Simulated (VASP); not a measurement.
# Se (Pm-3m) in VASP: reference runs, part 2 of 2

VASP 6.6.1. Earlier steps stand in the parts before.

## (3) Single point, PBE (cell strained at random at fixed volume)

Contents of INCAR:

```
PREC     = Accurate       # precision mode
ENCUT    = 520            # plane-wave cutoff, eV
EDIFF    = 1E-7           # SCF threshold, eV
ISMEAR   = -1             # smearing method
SIGMA    = 0.05           # smearing width, eV
LREAL    = False          # projectors in reciprocal space
LASPH    = True           # aspherical terms in the spheres
NELM     = 100            # most SCF steps
ALGO     = Normal         # electronic algorithm
ISIF     = 2              # what is computed and relaxed
LWAVE    = False          # write WAVECAR
LCHARG   = False          # write CHGCAR
GGA      = PE             # functional
NBANDS   = 9              # bands
```

Contents of KPOINTS:

```
regular mesh
0
Gamma
  9 9 9
```

Contents of POSCAR:

```
Se
1.0
    2.7739580000     -0.0008980000     -0.0026270000
   -0.0008980000      2.8832600000     -0.0042010000
   -0.0026270000     -0.0042010000      2.7758610000
Se
1
Direct
    0.0131250000      0.0077940000      0.0012810000
```

Potentials or basis: VASP PAW PBE potentials, release 64 (Se).

Run with:

```
$ cat potpaw_PBE.64/Se/POTCAR > POTCAR
$ mpirun -np 1 vasp_std > vasp.out
```

OUTCAR:

```text
PREC = Accurate
   ENCUT = 520
   EDIFF = 1E-7
   ISMEAR = -1
   LREAL = False
   LASPH = True
   NELM = 100
   ISIF = 2
   GGA = PE

 ion  position               nearest neighbor table
   1  0.013  0.008  0.001-

  LATTYP: Found a triclinic cell.
 ALAT       =     2.7758654220
 B/A-ratio  =     1.4396897173
 C/A-ratio  =     0.9993133555
 COS(alpha) =     0.0017720626
 COS(beta)  =     0.0018929014
 COS(gamma) =     0.6924512562

  Lattice vectors:

 A1 = (  -0.0026270000,  -0.0042010000,   2.7758610000)
 A2 = (  -0.0035250000,   2.8790590000,   2.7716600000)
 A3 = (  -2.7739580000,   0.0008980000,   0.0026270000)

Analysis of symmetry for initial positions (statically):
=====================================================================
 Subroutine PRICEL returns:
 Original cell was already a primitive cell.

 Routine SETGRP: Setting up the symmetry group for a
 triclinic supercell.

 Subroutine GETGRP returns: Found  2 space group operations
 (whereof  1 operations were pure point group operations)
 out of a pool of  2 trial point group operations.

The static configuration has the point symmetry C_1 .
 The point group associated with its full space group is S_2 .

Analysis of symmetry for dynamics (positions and initial velocities):
=====================================================================
 Subroutine PRICEL returns:
 Original cell was already a primitive cell.

 Routine SETGRP: Setting up the symmetry group for a
 triclinic supercell.

 Subroutine GETGRP returns: Found  2 space group operations
 (whereof  1 operations were pure point group operations)
 out of a pool of  2 trial point group operations.

The dynamic configuration has the point symmetry C_1 .
 The point group associated with its full space group is S_2 .

 Subroutine INISYM returns: Found  2 space group operations
 (whereof  1 operations are pure point group operations),
 and found     1 'primitive' translations

----------------------------------------------------------------------------------------

                                     Primitive cell

  volume of cell :      22.2014

  direct lattice vectors                    reciprocal lattice vectors
     2.773958000 -0.000898000 -0.002627000     0.360496085  0.000112775  0.000341334
    -0.000898000  2.883260000 -0.004201000     0.000112775  0.346830430  0.000525001
    -0.002627000 -0.004201000  2.775861000     0.000341334  0.000525001  0.360249704

  length of vectors
     2.773959389  2.883263200  2.775865422     0.360496264  0.346830846  0.360250248

  position of ions in fractional coordinates (direct lattice)
     0.013125000  0.007794000  0.001281000

  ion indices of the primitive-cell ions
   primitive index   ion index
                 1           1

----------------------------------------------------------------------------------------

 KPOINTS: regular mesh

Automatic generation of k-mesh.
 Grid dimensions read from file:
 generate k-points for:    9    9    9

 Generating k-lattice:

  Cartesian coordinates                     Fractional coordinates (reciprocal lattice)
     0.040055121  0.000012531  0.000037926     0.111111111 -0.000000000  0.000000000
     0.000012531  0.038536714  0.000058333     0.000000000  0.111111111 -0.000000000
     0.000037926  0.000058333  0.040027745     0.000000000  0.000000000  0.111111111

  Length of vectors
     0.040055140  0.038536761  0.040027805

  Shift w.r.t. Gamma in fractional coordinates (k-lattice)
     0.000000000  0.000000000  0.000000000

 Subroutine IBZKPT returns following result:
 ===========================================

 Found    365 irreducible k-points:

 Following reciprocal coordinates:
            Coordinates               Weight
  0.000000  0.000000  0.000000      1.000000
  0.111111  0.000000  0.000000      2.000000
  0.222222 -0.000000  0.000000      2.000000
  0.333333 -0.000000 -0.000000      2.000000
  0.444444 -0.000000  0.000000      2.000000
  0.000000  0.111111 -0.000000      2.000000
[... 16 lines left out ...]
 -0.111111  0.222222 -0.000000      2.000000
  0.000000  0.333333 -0.000000      2.000000
 [... further k-points ...]
   k-points           NKPTS =    365   k-points in BZ     NKDIM =    365   number of bands    NBANDS=      9
   number of dos      NEDOS =    301   number of ions     NIONS =      1
   total plane-waves  NPLWV =  13824
   dimension x,y,z NGX =    24 NGY =   24 NGZ =   24
   dimension x,y,z NGXF=    48 NGYF=   48 NGZF=   48
   ions per type =               1
   NGX,Y,Z   is equivalent  to a cutoff of  14.38, 13.84, 14.37 a.u.
   NGXF,Y,Z  is equivalent  to a cutoff of  28.77, 27.68, 28.75 a.u.
 SYSTEM =  unknown system
   PREC   = accura    normal or accurate (medium, high low for compatibility)
   ISTART =      0    job   : 0-new  1-cont  2-samecut
   ICHARG =      2    charge: 1-file 2-atom 10-const
   ISPIN  =      1    spin polarized calculation?
   LNONCOLLINEAR =      F non collinear calculations
   LSORBIT =      F    spin-orbit coupling
   LASPH  =      T    aspherical Exc in radial PAW
   ENCUT  =  520.0 eV  38.22 Ry    6.18 a.u.   5.16  5.36  5.16*2*pi/ulx,y,z
   NELM   =    100;   NELMIN=  2; NELMDL= -5     # of ELM steps
   EDIFF  = 0.1E-06   stopping-criterion for ELM
   LREAL  =      F    real-space projection
   EDIFFG = 0.1E-05   stopping-criterion for IOM
   NSW    =      0    number of steps for IOM
   IBRION =     -1    ionic relax: 0-MD 1-quasi-New 2-CG
   NFREE  =      0    steps in history (QN), initial steepest desc. (CG)
   ISIF   =      2    stress and relaxation
   ISYM   =      2    0-nonsym 1-usesym 2-fastsym
   POTIM  = 0.5000    time-step for ionic-motion
   TEBEG  =    0.0;   TEEND  =   0.0 temperature during run
   PSTRESS=    0.0 pullay stress
   NELECT =       6.0000    total number of electrons
   NUPDOWN=      -1.0000    fix difference up-down
   EMIN   =  10.00;   EMAX   =-10.00  energy-range for DOS
   EFERMI =   0.00;   METHOD = LEGACY
   ISMEAR =    -1;   SIGMA  =   0.05  broadening in eV -4-tet -1-fermi 0-gaus
   EFERMI_NEDOS =   21; number of points for ismear=-14 and -15
   IALGO  =     38    algorithm
   IMIX   =      4    mixing-type and parameters
     AMIX     =   0.40;   BMIX     =  1.00
     AMIX_MAG =   1.60;   BMIX_MAG =  1.00
  volume/ion in A,a.u.               =      22.20       149.82
  Fermi-wavevector in a.u.,A,eV,Ry     =   1.058438  2.000157 15.242472  1.120290
  Thomas-Fermi vector in A             =   2.193747
   LORBIT       =      0    0 simple, 1 ext, 2 COOP (PROOUT), +10 PAW based schemes
   GGA     = PE    functional components
   LHFCALC =     F    Hartree Fock is set to
   AEXX    =    0.0000 exact exchange contribution
   IVDW    =     0    specifies the selected vdW correction
   LEPSILON=     F    determine dielectric tensor
   LRPA    =     F    only Hartree local field effects (RPA)
 non-spin polarized calculation
  energy-cutoff  :      520.00
  volume of cell :       22.20
 maximum number of plane-waves:       620
 NGX is ok and might be reduce to    24
   NGX = 11   NGY = 11   NGZ = 11

 number of electron       6.0000000 magnetization

 Free energy of the ion-electron system (eV)
  ---------------------------------------------------
  ext. energy  EPLUGINS =         0.00000000
  ---------------------------------------------------
  free energy    TOTEN  =        -3.33026105 eV

  energy without entropy =       -3.32425890  energy(sigma->0) =       -3.32725998

 E-fermi :   4.9273     XC(G=0):  -9.9925

 val. band max:        4.9263633261   @ k =   0.4444   0.3333   0.2222
 cond. band min:       4.9329621358   @ k =  -0.4444   0.3333   0.2222
 fundamental gap:      0.0065988098
 Fermi energy:         4.9272660599

 k-point     1 :       0.0000    0.0000    0.0000
  band No.  band energies     occupation
      1     -11.2944      2.00000
      2       5.6858      0.00000
      3       6.6554      0.00000
      4       6.6771      0.00000
      5      12.0724      0.00000
      6      12.8507      0.00000
      7      13.2762      0.00000
      8      26.9641      0.00000
      9      26.9861      0.00000

 k-point     2 :       0.1111    0.0000    0.0000
  band No.  band energies     occupation
      1     -11.1063      2.00000
      2       4.8988      1.27703
      3       5.8371      0.00000
      4       6.8052      0.00000
      5      12.2789      0.00000
      6      13.2463      0.00000
      7      15.2214      0.00000
      8      24.3591      0.00000
      9      25.3906      0.00000
[... 253 lines left out ...]
 k-point    24 :       0.0000    0.3333   -0.0000
  band No.  band energies     occupation
      1     -10.0657      2.00000
      2      -0.5445      2.00000
      3       7.5332      0.00000
      4       7.5547      0.00000
      5      14.1115      0.00000
      6      15.0374      0.00000
      7      19.3526      0.00000
      8      20.2137      0.00000
      9      20.2359      0.00000

 [... further k-points ...]
[... 5 lines left out ...]
  --------------------------------------------------------------------------------------
  -------------------------------------------------------------------------------------
  Total        0.2650656      0.3968091      0.2581454     -0.0004216     -0.0020601      0.0015385
  in kB       19.1286364     28.6359924     18.6292294     -0.0304243     -0.1486711      0.1110292
  external PRESSURE =      22.1312860 kB  Pullay stress =       0.0000000 kB

 VOLUME and BASIS-vectors are now :
 -----------------------------------------------------------------------------
  energy-cutoff  :      520.00
  volume of cell :       22.20
      direct lattice vectors                 reciprocal lattice vectors
     2.773958000 -0.000898000 -0.002627000     0.360496085  0.000112775  0.000341334
    -0.000898000  2.883260000 -0.004201000     0.000112775  0.346830430  0.000525001
    -0.002627000 -0.004201000  2.775861000     0.000341334  0.000525001  0.360249704

 POSITION                                       TOTAL-FORCE (eV/Angst)
 -----------------------------------------------------------------------------------
      0.03640      0.02245      0.00349         0.000000     -0.000000      0.000000
 -----------------------------------------------------------------------------------
    total drift:                               -0.000000      0.000000     -0.000000

  FREE ENERGIE OF THE ION-ELECTRON SYSTEM (eV)
  ---------------------------------------------------
  free  energy   TOTEN  =        -3.3302610550 eV

  energy  without entropy=       -3.3242589021  energy(sigma->0) =       -3.32725998
```

It took 46 s on 1 thread of AMD EPYC 7R43 (Zen 3), shared host; peak memory 0.14 GiB.

What came out:

| Property | Result |
| --- | --- |
| Free energy | -3.3303 eV |
| Pressure | 2.2 GPa |
| Band gap on the k mesh | none (metal or under the smearing width) |

Stress tensor (GPa, compression positive):
```
 1.91  0.00  0.01
 0.00  2.86 -0.01
 0.01 -0.01  1.86
```
